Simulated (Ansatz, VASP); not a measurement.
# One calculation of Ge, two programs

INCAR

```
SYSTEM = Ge
PREC = Accurate ; ENCUT = 520
EDIFF = 1E-7 ; ISMEAR = -1
SIGMA = 0.1 ; LREAL = .False.
LASPH = .True. ; NELM = 60
ALGO = Normal ; ISIF = 2
LWAVE = .False. ; LCHARG = .False.
GGA = CA ; NBANDS = 13
```

File KPOINTS:

```
regular mesh
0
Gamma
  15 15 15
  0 0 0
```

Contents of POSCAR:

```
Ge
1.0
    0.0000000000      2.0843754853      2.0843754853
    2.0843754853      0.0000000000      2.0843754853
    2.0843754853      2.0843754853      0.0000000000
Ge
1
Direct
    0.0000000000      0.0000000000      0.0000000000
```

Input for Ansatz:

```yaml
crystal:
  lattice:
    - [0.0, 2.0843754853, 2.0843754853]
    - [2.0843754853, 0.0, 2.0843754853]
    - [2.0843754853, 2.0843754853, 0.0]
  atoms:
    - { symbol: Ge, position: [0.0, 0.0, 0.0] }
hamiltonian:
  xc: lda
  pseudopotentials:
    kind: paw
    azcp:
      Ge: "pseudopotentials/Ge.paw.azcp"
basis:
  ecutwfc: 420
  fft_grid_basis: typed
kpoints:
  mp_grid: { grid: [15, 15, 15], shift: [0, 0, 0] }
magnetization:
  spin_polarized: false
scf:
  occupations: { method: fermi_dirac, width: 0.1 }
  lower_state_search: "off"
output:
  stress: true
```

Alike in both runs: task single point; functional LDA; k mesh 15 × 15 × 15; occupations fermi-dirac, width 0.1 eV; no spin polarisation.

```csv
,VASP,Ansatz
version,VASP 6.6.1,Ansatz 0.2.0
potentials or method,"VASP PAW LDA potentials, release 64 (Ge_d)","plane waves (420 eV) with PAW, scalar-relativistic"
plane-wave cutoff (eV),520,420
valence electrons in the cell,14,14
```

```csv
,VASP,Ansatz,Ansatz less VASP
pressure (GPa),0.5,0.5,0.00
```

Ansatz warned: «pseudo_functional_mismatch».
